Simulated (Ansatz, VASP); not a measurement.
## One calculation of Ti, two programs

```xyz
1
Lattice="-1.6410 1.6410 1.6410 1.6410 -1.6410 1.6410 1.6410 1.6410 -1.6410" Properties=species:S:1:pos:R:3 pbc="T T T"
Ti    0.0000    0.0000    0.0000
```

This isn't the form of Ti at room conditions, which is hcp.

Alike in both runs: task single point; functional PBE; k mesh 7 × 7 × 7; occupations fermi-dirac, width 0.06 eV; no spin polarisation.

|  | VASP | Ansatz |
| --- | --- | --- |
| version | VASP 6.6.1 | Ansatz 0.2.0 |
| potentials or method | VASP PAW PBE potentials, release 64 (Ti_sv), cutoff 520 eV | all-electron LAPW, scalar-relativistic |

|  | VASP | Ansatz | Ansatz less VASP |
| --- | --- | --- | --- |
| gap on the k mesh at the Fermi level (eV) | none | none | - |
| pressure (GPa) | -1.8 | -1.6 | +0.21 |

A gap of «none» marks a metal or a gap that the smearing closes. Ansatz ran all-electron here, so the differences hold the error of VASP's frozen core and of both bases.

Caveats: the k mesh is coarse (spacing up to 0.39 Å⁻¹), so the values aren't converged; the k mesh is thin for a metal, which can move the energy by tens of meV per atom (Ansatz).
